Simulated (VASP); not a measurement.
# KF: single point with LDA

KF:

```
CELL_PARAMETERS angstrom
3.09865 0.00000 0.00000
0.00000 3.09865 0.00000
0.00000 0.00000 3.09865
ATOMIC_POSITIONS crystal
K 0.00000 0.00000 0.00000
F 0.50000 0.50000 0.50000
```

The cell comes from a database or a generator and needn't be the stable form of this composition.

- Program: VASP 6.6.1
- Task: single point
- Functional: LDA
- Potentials or basis: VASP PAW LDA potentials, release 64 (K_sv, F)
- Cutoff: 520 eV
- k mesh: 8 × 8 × 8
- Occupations: gaussian, width 0.01 eV
- Spin: no spin polarisation

```yaml
Pressure: -0.4 GPa
Band_gap_on_the_k_mesh: 7.07 eV, indirect (least direct gap 7.08 eV)
```

Levels at points of the mesh, in eV from the valence-band top:
```csv
k point,band 6,band 7,band 8,band 9,band 10,band 11
"(0.00, 0.00, 0.00)",-0.01,-0.01,-0.01,7.07,8.21,8.21
"(0.50, 0.00, 0.00)",-1.51,-0.23,-0.23,9.41,10.14,12.15
"(0.50, 0.50, 0.00)",-0.63,-0.63,0.00,8.66,9.27,12.39
"(0.50, 0.50, 0.50)",-1.39,-1.39,-1.39,11.01,11.01,11.01
```

Run time: 4.6 s on 1 thread of Intel(R) Xeon(R) 6975P-C (Granite Rapids), on a shared host, peak memory 0.13 GiB.

A k mesh can miss the band edges. LDA gaps usually lie below the measured ones, often by a third to a half.
